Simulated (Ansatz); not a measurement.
## A series in volume scale on GaP

Free energy against uniform scaling of the volume at fixed shape and fractions; periodic cell, basis, potentials, k mesh and filling as listed. The results are calculated, by Ansatz 0.2.0.

The cell before it is scaled or strained (space group F-43m, No. 216):
```
CELL_PARAMETERS angstrom
0.00000 2.73430 2.73430
2.73430 0.00000 2.73430
2.73430 2.73430 0.00000
ATOMIC_POSITIONS crystal
Ga 0.00000 0.00000 0.00000
P 0.25000 0.25000 0.25000
```

Settings of every row: functional PBEsol; dispersion none; potentials PAW; wave cutoff 435.38 eV; density cutoff 1741.5 eV; k mesh 6x6x6; k shift 0x0x0; occupations fixed; smearing width 0 eV; spin none.

```csv
row,volume scale,V (Å³/atom),pressure (GPa),energy above lowest point (meV/atom)
1,0.9406,19.228,4.24,10.2
2,0.9703,19.836,1.22,0
3,1,20.443,-1.34,0.4
4,1.0297,21.05,-3.51,9.7
5,1.0594,21.657,?,?
```

Question: what pressure and energy above lowest point should row 5 give?

Worked fit of pressure. Take u = (V_r/V)^(2/3) − 1 with V_r = 20.139 Å³ an atom, which is twice the finite (Eulerian) strain; such expansions in the strain, on which the Birch-Murnaghan equation of state is built, carry the rest volume and the bulk modulus. The shown rows have u = 0.03134, 0.01016, -0.00994, -0.02906. Least squares give pressure = −0.111 + 127.47 × u + 361.7 × u² GPa; a straight line predicts inner rows, each left out in turn, worse (root mean square 0.21 against 0.0041 GPa). All shown rows lie on it to the printed digit. The pressure vanishes at u = 0.0009, or V = 20.11 Å³ an atom, and there the bulk modulus at fixed shape and fractions is B = −V dP/dV = (2/3)(1 + u) dP/du = 85.5 GPa. The withheld row has u = -0.04729, so the fit gives −0.111 + 127.47 × (-0.04729) + 361.7 × (-0.04729)² = -5.33 GPa.

The calculation gave -5.34 GPa. The fit lies 0.01 GPa (0.1 % of the column's range) above it, one unit of the last digit. This row lies beyond the range of the fit.

Worked fit of energy above lowest point. Take u = (V_r/V)^(2/3) − 1 with V_r = 20.139 Å³ an atom, which is twice the finite (Eulerian) strain; such expansions in the strain, on which the Birch-Murnaghan equation of state is built, carry the rest volume and the bulk modulus. The shown rows have u = 0.03134, 0.01016, -0.00994, -0.02906. Least squares give energy above lowest point = −1.01 − 19.5 × u + 12029 × u² meV/atom; a straight line predicts inner rows, each left out in turn, worse (root mean square 7 against 0.068 meV/atom). All shown rows lie on it to the printed digit. Its lowest point lies at u = 0.0008, or V = 20.11 Å³ an atom, and the curvature there gives the bulk modulus at fixed shape and fractions, B = (4/9)(1 + u)² E″(u)/V = 85.3 GPa. The withheld row has u = -0.04729, so the fit gives −1.01 − 19.5 × (-0.04729) + 12029 × (-0.04729)² = 26.8 meV/atom.

The calculation gave 26.5 meV/atom. The fit lies 0.3 meV/atom (1.1 % of the value, 1.1 % of the column's range) above it; its largest miss of a shown row is 0.0 meV/atom. This row lies beyond the range of the fit.
